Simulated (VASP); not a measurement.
# BN (Qingsongite) (F-43m) in VASP: settings compared

The runs below take BN (Qingsongite) through single point, with r2SCAN, LDA, HSE06.

Program: VASP 6.6.1. These are calculated values, not measurements. Logs are shortened: lines on timing, memory, paths and dates and some standing lists are left out, and cuts for length are marked.

**Experimental background.**

A printed reference work, monograph reports, for a bulk crystal of BN at 300 K: band gap 6.4 eV (indirect).

The results are compared with them further down.

## (1) The cell of the first run

It takes space group F-43m (No. 216, cubic). The conventional cell has a = 3.610 Å, b = 3.610 Å, c = 3.610 Å, α = 90.00°, β = 90.00°, γ = 90.00°. Within 2.1 Å of B (site symmetry -43m) lie 4 N at 1.56 Å. N (site symmetry -43m) has 4 B at 1.56 Å within 2.1 Å.

## (2) Single point, r2SCAN

Contents of POSCAR:

```
BN
1.0
    0.0000000000      1.8048245542      1.8048245542
    1.8048245542      0.0000000000      1.8048245542
    1.8048245542      1.8048245542      0.0000000000
B N
1 1
Direct
    0.0000000000      0.0000000000      0.0000000000
    0.2500000000      0.2500000000      0.2500000000
```

Contents of INCAR.step1:

```
PREC = Accurate
ENCUT = 660
ISMEAR = 0
SIGMA = 0.01
LREAL = F
LASPH = T
NELM = 120
NBANDS = 11
GGA = PE
ALGO = Normal
EDIFF = 1E-5
LWAVE = T
LCHARG = F
GGA_COMPAT = F
```

Contents of INCAR.step2:

```
PREC = Accurate
ENCUT = 660
EDIFF = 1E-6
ISMEAR = 0
SIGMA = 0.01
LREAL = F
LASPH = T
NELM = 120
ALGO = Normal
ISIF = 2
LWAVE = F
LCHARG = F
METAGGA = R2SCAN
LMIXTAU = T
NBANDS = 11
ISTART = 1
GGA_COMPAT = F
```

Contents of KPOINTS:

```
regular mesh
0
Gamma
  4 4 4
```

Potentials or basis: VASP PAW PBE potentials, release 64 (B, N).

Started as:

```
$ cat potpaw_PBE.64/B/POTCAR potpaw_PBE.64/N/POTCAR > POTCAR
$ cp INCAR.step1 INCAR
$ mpirun -np 1 vasp_std > vasp.out
$ cp INCAR.step2 INCAR
$ mpirun -np 1 vasp_std > vasp.out
```

OUTCAR:

```text
PREC = Accurate
   ENCUT = 660
   EDIFF = 1E-6
   ISMEAR = 0
   LREAL = F
   LASPH = T
   NELM = 120
   ISIF = 2
   METAGGA = R2SCAN
   ISTART = 1

 ion  position               nearest neighbor table
   1  0.000  0.000  0.000-   2 1.56   2 1.56   2 1.56   2 1.56
   2  0.250  0.250  0.250-   1 1.56   1 1.56   1 1.56   1 1.56

  LATTYP: Found a face centered cubic cell.
 ALAT       =     3.6096491084

  Lattice vectors:

 A1 = (   0.0000000000,   1.8048245542,   1.8048245542)
 A2 = (   1.8048245542,   0.0000000000,   1.8048245542)
 A3 = (   1.8048245542,   1.8048245542,   0.0000000000)

Analysis of symmetry for initial positions (statically):
=====================================================================
 Subroutine PRICEL returns:
 Original cell was already a primitive cell.

 Routine SETGRP: Setting up the symmetry group for a
 face centered cubic supercell.

 Subroutine GETGRP returns: Found 24 space group operations
 (whereof 24 operations were pure point group operations)
 out of a pool of 48 trial point group operations.

The static configuration has the point symmetry T_d .

Analysis of symmetry for dynamics (positions and initial velocities):
=====================================================================
 Subroutine PRICEL returns:
 Original cell was already a primitive cell.

 Routine SETGRP: Setting up the symmetry group for a
 face centered cubic supercell.

 Subroutine GETGRP returns: Found 24 space group operations
 (whereof 24 operations were pure point group operations)
 out of a pool of 48 trial point group operations.

The dynamic configuration has the point symmetry T_d .

 Subroutine INISYM returns: Found 24 space group operations
 (whereof 24 operations are pure point group operations),
 and found     1 'primitive' translations

----------------------------------------------------------------------------------------

                                     Primitive cell

  volume of cell :      11.7580

  direct lattice vectors                    reciprocal lattice vectors
     0.000000000  1.804824554  1.804824554    -0.277035238  0.277035238  0.277035238
     1.804824554  0.000000000  1.804824554     0.277035238 -0.277035238  0.277035238
     1.804824554  1.804824554  0.000000000     0.277035238  0.277035238 -0.277035238

  length of vectors
     2.552407362  2.552407362  2.552407362     0.479839108  0.479839108  0.479839108

  position of ions in fractional coordinates (direct lattice)
     0.000000000  0.000000000  0.000000000
     0.250000000  0.250000000  0.250000000

  ion indices of the primitive-cell ions
   primitive index   ion index
                 1           1
                 2           2

----------------------------------------------------------------------------------------

 KPOINTS: regular mesh

Automatic generation of k-mesh.
 Grid dimensions read from file:
 generate k-points for:    4    4    4

 Generating k-lattice:

  Cartesian coordinates                     Fractional coordinates (reciprocal lattice)
    -0.069258810  0.069258810  0.069258810     0.250000000  0.000000000  0.000000000
     0.069258810 -0.069258810  0.069258810     0.000000000  0.250000000  0.000000000
     0.069258810  0.069258810 -0.069258810     0.000000000  0.000000000  0.250000000

  Length of vectors
     0.119959777  0.119959777  0.119959777

  Shift w.r.t. Gamma in fractional coordinates (k-lattice)
     0.000000000  0.000000000  0.000000000

 Subroutine IBZKPT returns following result:
 ===========================================

 Found      8 irreducible k-points:

 Following reciprocal coordinates:
            Coordinates               Weight
  0.000000  0.000000  0.000000      1.000000
  0.250000  0.000000  0.000000      8.000000
  0.500000  0.000000  0.000000      4.000000
  0.250000  0.250000  0.000000      6.000000
  0.500000  0.250000  0.000000     24.000000
 -0.250000  0.250000  0.000000     12.000000
  0.500000  0.500000  0.000000      3.000000
 -0.250000  0.500000  0.250000      6.000000
   k-points           NKPTS =      8   k-points in BZ     NKDIM =      8   number of bands    NBANDS=     11
   number of dos      NEDOS =    301   number of ions     NIONS =      2
   total plane-waves  NPLWV =  13824
   dimension x,y,z NGX =    24 NGY =   24 NGZ =   24
   dimension x,y,z NGXF=    48 NGYF=   48 NGZF=   48
   ions per type =               1   1
   NGX,Y,Z   is equivalent  to a cutoff of  15.63, 15.63, 15.63 a.u.
   NGXF,Y,Z  is equivalent  to a cutoff of  31.26, 31.26, 31.26 a.u.
 SYSTEM =  unknown system
   PREC   = accura    normal or accurate (medium, high low for compatibility)
   ISTART =      1    job   : 0-new  1-cont  2-samecut
   ICHARG =      0    charge: 1-file 2-atom 10-const
   ISPIN  =      1    spin polarized calculation?
   LNONCOLLINEAR =      F non collinear calculations
   LSORBIT =      F    spin-orbit coupling
   LASPH  =      T    aspherical Exc in radial PAW
   ENCUT  =  660.0 eV  48.51 Ry    6.96 a.u.   5.35  5.35  5.35*2*pi/ulx,y,z
   NELM   =    120;   NELMIN=  2; NELMDL=  0     # of ELM steps
   EDIFF  = 0.1E-05   stopping-criterion for ELM
   LREAL  =      F    real-space projection
   EDIFFG = 0.1E-04   stopping-criterion for IOM
   NSW    =      0    number of steps for IOM
   IBRION =     -1    ionic relax: 0-MD 1-quasi-New 2-CG
   NFREE  =      0    steps in history (QN), initial steepest desc. (CG)
   ISIF   =      2    stress and relaxation
   ISYM   =      2    0-nonsym 1-usesym 2-fastsym
   POTIM  = 0.5000    time-step for ionic-motion
   TEBEG  =    0.0;   TEEND  =   0.0 temperature during run
   PSTRESS=    0.0 pullay stress
   NELECT =       8.0000    total number of electrons
   NUPDOWN=      -1.0000    fix difference up-down
   EMIN   =  10.00;   EMAX   =-10.00  energy-range for DOS
   EFERMI =   0.00;   METHOD = LEGACY
   ISMEAR =     0;   SIGMA  =   0.01  broadening in eV -4-tet -1-fermi 0-gaus
   EFERMI_NEDOS =   21; number of points for ismear=-14 and -15
   IALGO  =     38    algorithm
   IMIX   =      4    mixing-type and parameters
     AMIX     =   0.40;   BMIX     =  1.00
     AMIX_MAG =   1.60;   BMIX_MAG =  1.00
  volume/ion in A,a.u.               =       5.88        39.67
  Fermi-wavevector in a.u.,A,eV,Ry     =   1.439881  2.720980 28.208365  2.073256
  Thomas-Fermi vector in A             =   2.558687
   LORBIT       =      0    0 simple, 1 ext, 2 COOP (PROOUT), +10 PAW based schemes
   METAGGA = R2SCAN    functional components
   LHFCALC =     F    Hartree Fock is set to
   AEXX    =    0.0000 exact exchange contribution
   IVDW    =     0    specifies the selected vdW correction
   LEPSILON=     F    determine dielectric tensor
   LRPA    =     F    only Hartree local field effects (RPA)
 non-spin polarized calculation
 Gauss-broadening in eV      SIGMA  =   0.01
  energy-cutoff  :      660.00
  volume of cell :       11.76
 maximum number of plane-waves:       464
 NGX is ok and might be reduce to    24
   NGX = 11   NGY = 11   NGZ = 11

 number of electron       8.0000000 magnetization

 Free energy of the ion-electron system (eV)
  ---------------------------------------------------
  ext. energy  EPLUGINS =         0.00000000
  ---------------------------------------------------
  free energy    TOTEN  =       -19.09917675 eV

  energy without entropy =      -19.09917675  energy(sigma->0) =      -19.09917675

 E-fermi :   7.4722     XC(G=0): -13.6584

 val. band max:        7.3295003689   @ k =   0.0000   0.0000   0.0000
 cond. band min:      12.2886264645   @ k =   0.5000   0.5000   0.0000
 fundamental gap:      4.9591260956
 Fermi energy:         7.4721950716

 k-point     1 :       0.0000    0.0000    0.0000
  band No.  band energies     occupation
      1     -14.0228      2.00000
      2       7.3295      2.00000
      3       7.3295      2.00000
      4       7.3295      2.00000
      5      16.8541      0.00000
      6      16.8541      0.00000
      7      16.8541      0.00000
      8      18.4634      0.00000
      9      33.5153      0.00000
     10      36.0978      0.00000
     11      36.0978      0.00000

 k-point     2 :       0.2500    0.0000    0.0000
  band No.  band energies     occupation
      1     -12.4895      2.00000
      2       1.5837      2.00000
      3       6.1532      2.00000
      4       6.1532      2.00000
      5      17.6985      0.00000
      6      18.4533      0.00000
      7      18.4533      0.00000
      8      21.9234      0.00000
      9      31.9758      0.00000
     10      31.9758      0.00000
     11      32.1514      0.00000

 k-point     3 :       0.5000    0.0000    0.0000
  band No.  band energies     occupation
      1      -9.7019      2.00000
      2      -3.8102      2.00000
      3       5.3016      2.00000
      4       5.3016      2.00000
      5      18.1620      0.00000
      6      18.8012      0.00000
      7      18.8012      0.00000
      8      23.7692      0.00000
      9      32.2490      0.00000
     10      35.6854      0.00000
     11      35.7248      0.00000

 k-point     4 :       0.2500    0.2500    0.0000
  band No.  band energies     occupation
      1     -11.9852      2.00000
      2       3.1121      2.00000
      3       4.1847      2.00000
      4       4.1847      2.00000
      5      14.7393      0.00000
      6      19.6190      0.00000
      7      21.7859      0.00000
      8      21.7859      0.00000
      9      26.7144      0.00000
     10      36.1203      0.00000
     11      39.0867      0.00000

 k-point     5 :       0.5000    0.2500    0.0000
  band No.  band energies     occupation
      1      -9.2261      2.00000
      2      -1.8193      2.00000
      3       1.9336      2.00000
      4       3.5089      2.00000
      5      15.4933      0.00000
      6      21.2894      0.00000
      7      22.8459      0.00000
      8      22.9820      0.00000
      9      28.6371      0.00000
     10      35.4045      0.00000
     11      37.3786      0.00000

 k-point     6 :      -0.2500    0.2500    0.0000
  band No.  band energies     occupation
      1     -10.2448      2.00000
      2      -0.6047      2.00000
      3       1.4750      2.00000
      4       5.1444      2.00000
      5      17.7705      0.00000
      6      20.4002      0.00000
      7      21.1802      0.00000
      8      22.8454      0.00000
      9      30.2233      0.00000
     10      30.3626      0.00000
     11      35.7018      0.00000

 k-point     7 :       0.5000    0.5000    0.0000
  band No.  band energies     occupation
      1      -8.2747      2.00000
      2      -2.0316      2.00000
      3       2.2006      2.00000
      4       2.2006      2.00000
      5      12.2886      0.00000
      6      17.1460      0.00000
      7      26.6501      0.00000
      8      26.6501      0.00000
      9      29.6010      0.00000
     10      36.2333      0.00000
     11      42.5554      0.00000

 k-point     8 :      -0.2500    0.5000    0.2500
  band No.  band energies     occupation
      1      -7.9777      2.00000
      2      -0.6678      2.00000
      3       0.0716      2.00000
      4       0.6004      2.00000
      5      17.6687      0.00000
      6      21.6175      0.00000
      7      22.7890      0.00000
      8      22.9505      0.00000
      9      28.0734      0.00000
     10      34.4690      0.00000
     11      38.3820      0.00000

------------------------ aborting loop because EDIFF is reached ----------------------------------------

  FORCE on cell =-STRESS in cart. coord.  units (eV):
  Direction    XX          YY          ZZ          XY          YZ          ZX
  --------------------------------------------------------------------------------------
  -------------------------------------------------------------------------------------
  Total        0.1394301      0.1394301      0.1394301     -0.0000000     -0.0000000     -0.0000000
  in kB       18.9990577     18.9990577     18.9990577     -0.0000000     -0.0000000     -0.0000000
  external PRESSURE =      18.9990577 kB  Pullay stress =       0.0000000 kB

 VOLUME and BASIS-vectors are now :
 -----------------------------------------------------------------------------
  energy-cutoff  :      660.00
  volume of cell :       11.76
      direct lattice vectors                 reciprocal lattice vectors
     0.000000000  1.804824554  1.804824554    -0.277035238  0.277035238  0.277035238
     1.804824554  0.000000000  1.804824554     0.277035238 -0.277035238  0.277035238
     1.804824554  1.804824554  0.000000000     0.277035238  0.277035238 -0.277035238

 POSITION                                       TOTAL-FORCE (eV/Angst)
 -----------------------------------------------------------------------------------
      0.00000      0.00000      0.00000        -0.000000     -0.000000      0.000000
      0.90241      0.90241      0.90241         0.000000      0.000000     -0.000000
 -----------------------------------------------------------------------------------
    total drift:                                0.000000      0.000000      0.000000

  FREE ENERGIE OF THE ION-ELECTRON SYSTEM (eV)
  ---------------------------------------------------
  free  energy   TOTEN  =       -19.0991767516 eV

  energy  without entropy=      -19.0991767516  energy(sigma->0) =      -19.09917675
```

Wall time 17 s (1 thread of AMD EPYC 7R13, shared host); peak memory 0.1 GiB.

Results:

```yaml
Free_energy: -19.0992 eV
Pressure: 1.9 GPa
Band_gap_on_the_k_mesh: 4.96 eV, indirect (least direct gap 9.52 eV)
```

Caveat: the k points lie up to 0.75 Å⁻¹ apart; the PAW data sets were made with another functional, which shifts forces and pressure a little.

## (3) Single point, LDA

Contents of INCAR:

```
SYSTEM = BN
PREC     = Accurate       ! precision mode
ENCUT    = 600            ! plane-wave cutoff, eV
EDIFF    = 1E-6           ! SCF threshold, eV
ISMEAR   = 0              ! smearing method
SIGMA    = 0.01           ! smearing width, eV
LREAL    = .False.        ! projectors in reciprocal space
LASPH    = .True.         ! aspherical terms in the spheres
NELM     = 120            ! most SCF steps
ALGO     = Normal         ! electronic algorithm
ISIF     = 2              ! what is computed and relaxed
LWAVE    = .False.        ! write WAVECAR
LCHARG   = .True.         ! write CHGCAR
LELF     = .True.         ! ELF
LVHAR    = .True.       
NBANDS   = 11             ! bands
GGA_COMPAT= .False.
```

Contents of KPOINTS:

```
regular mesh
0
Gamma
  8 8 8
  0 0 0
```

POSCAR is that of step 2.

Potentials or basis: VASP PAW LDA potentials, release 64 (B, N).

Started as:

```
$ cat potpaw_LDA.64/B/POTCAR potpaw_LDA.64/N/POTCAR > POTCAR
$ mpirun -np 1 vasp_std > vasp.out
```

Run time: 5.3 s. Hardware: 1 thread of AMD EPYC 7R13, shared host; peak memory 0.08 GiB.

It converged, with:

```
Free energy            : -19.4096 eV
Pressure               : -8.7 GPa
Band gap on the k mesh : 4.35 eV, indirect (least direct gap 8.70 eV)
```

Levels at points of the mesh, in eV from the valence-band top:
```
           k point  band 2  band 3  band 4  band 5  band 6  band 7
(0.00, 0.00, 0.00)    0.00    0.00    0.00    8.70    8.70    8.70
(0.50, 0.00, 0.00)  -10.75   -1.96   -1.96   10.27   10.59   10.59
(0.50, 0.50, 0.00)   -8.91   -4.95   -4.95    4.35    9.17   17.77
```

## (4) Single point, r2SCAN

POSCAR is that of step 3.

Contents of INCAR.step1:

```
ALGO = Normal
EDIFF = 1E-5
ENCUT = 660
GGA = PE
GGA_COMPAT = False
ISMEAR = 1
LASPH = True
LCHARG = False
LREAL = False
LWAVE = True
NBANDS = 11
NELM = 120
PREC = Accurate
SIGMA = 0.5
```

Contents of INCAR.step2:

```
ALGO = Normal
EDIFF = 1E-6
ENCUT = 660
GGA_COMPAT = False
ISIF = 2
ISMEAR = 1
ISTART = 1
LASPH = True
LCHARG = True
LELF = True
LMIXTAU = True
LREAL = False
LVHAR = True
LWAVE = False
METAGGA = R2SCAN
NBANDS = 11
NELM = 120
PREC = Accurate
SIGMA = 0.5
```

Contents of KPOINTS:

```
k-points
0
Gamma
  8 8 8
```

Potentials or basis: VASP PAW PBE potentials, release 64 (B, N).

Started as:

```
$ cat potpaw_PBE.64/B/POTCAR potpaw_PBE.64/N/POTCAR > POTCAR
$ cp INCAR.step1 INCAR
$ mpirun -np 1 vasp_std > vasp.out
$ cp INCAR.step2 INCAR
$ mpirun -np 1 vasp_std > vasp.out
```

Wall time 37 s (1 thread of AMD EPYC 7R13, shared host); peak memory 0.11 GiB.

It converged, with:

| Item | Value |
| --- | --- |
| Free energy | -19.1735 eV |
| Pressure | 1.2 GPa |
| Band gap on the k mesh | 4.98 eV, indirect (least direct gap 9.55 eV) |

Levels at points of the mesh, in eV from the valence-band top:
| k point | band 2 | band 3 | band 4 | band 5 | band 6 | band 7 |
| --- | --- | --- | --- | --- | --- | --- |
| (0.00, 0.00, 0.00) | 0.00 | 0.00 | 0.00 | 9.55 | 9.55 | 9.55 |
| (0.50, 0.00, 0.00) | -11.12 | -2.02 | -2.02 | 10.85 | 11.49 | 11.49 |
| (0.50, 0.50, 0.00) | -9.35 | -5.12 | -5.12 | 4.98 | 9.84 | 19.33 |

Caveat: the PAW data sets were made with another functional, which shifts forces and pressure a little.

## (5) Single point, r2SCAN

POSCAR is that of step 4.

Contents of INCAR.step1:

```
ALGO     = Normal         # electronic algorithm
EDIFF    = 1E-5           # SCF threshold, eV
ENCUT    = 660            # plane-wave cutoff, eV
GGA      = PE             # functional
GGA_COMPAT= F            
ISMEAR   = 0              # smearing method
LASPH    = T              # aspherical terms in the spheres
LCHARG   = F              # write CHGCAR
LREAL    = F              # projectors in reciprocal space
LWAVE    = T              # write WAVECAR
NBANDS   = 11             # bands
NELM     = 120            # most SCF steps
PREC     = Accurate       # precision mode
SIGMA    = 0.01           # smearing width, eV
```

Contents of INCAR.step2:

```
ALGO     = Normal         # electronic algorithm
EDIFF    = 1E-6           # SCF threshold, eV
ENCUT    = 660            # plane-wave cutoff, eV
GGA_COMPAT= F            
ISIF     = 2              # what is computed and relaxed
ISMEAR   = 0              # smearing method
ISTART   = 1            
LASPH    = T              # aspherical terms in the spheres
LCHARG   = F              # write CHGCAR
LMIXTAU  = T            
LREAL    = F              # projectors in reciprocal space
LWAVE    = F              # write WAVECAR
METAGGA  = R2SCAN         # meta-GGA
NBANDS   = 11             # bands
NELM     = 120            # most SCF steps
PREC     = Accurate       # precision mode
SIGMA    = 0.01           # smearing width, eV
```

KPOINTS is that of step 4.

Started as:

```
$ cat potpaw_PBE.64/B/POTCAR potpaw_PBE.64/N/POTCAR > POTCAR
$ cp INCAR.step1 INCAR
$ mpirun -np 1 vasp_std > vasp.out
$ cp INCAR.step2 INCAR
$ mpirun -np 1 vasp_std > vasp.out
```

Wall time 36 s (1 thread of AMD EPYC 7R13, shared host); peak memory 0.11 GiB.

It converged, with:

```
Free energy            : -19.1745 eV
Pressure               : 1.2 GPa
Band gap on the k mesh : 4.98 eV, indirect (least direct gap 9.55 eV)
```

Levels at points of the mesh, in eV from the valence-band top:
```tsv
k point	band 1	band 2	band 3	band 4	band 5	band 6	band 7	band 8
(0.00, 0.00, 0.00)	-21.34	0.00	0.00	0.00	9.55	9.55	9.55	11.14
(0.50, 0.00, 0.00)	-17.03	-11.12	-2.02	-2.02	10.85	11.49	11.49	16.45
(0.50, 0.50, 0.00)	-15.60	-9.35	-5.12	-5.12	4.98	9.84	19.33	19.33
```

Caveat: the PAW data sets were made with another functional, which shifts forces and pressure a little.

(Part 1 of 2 ends here.)
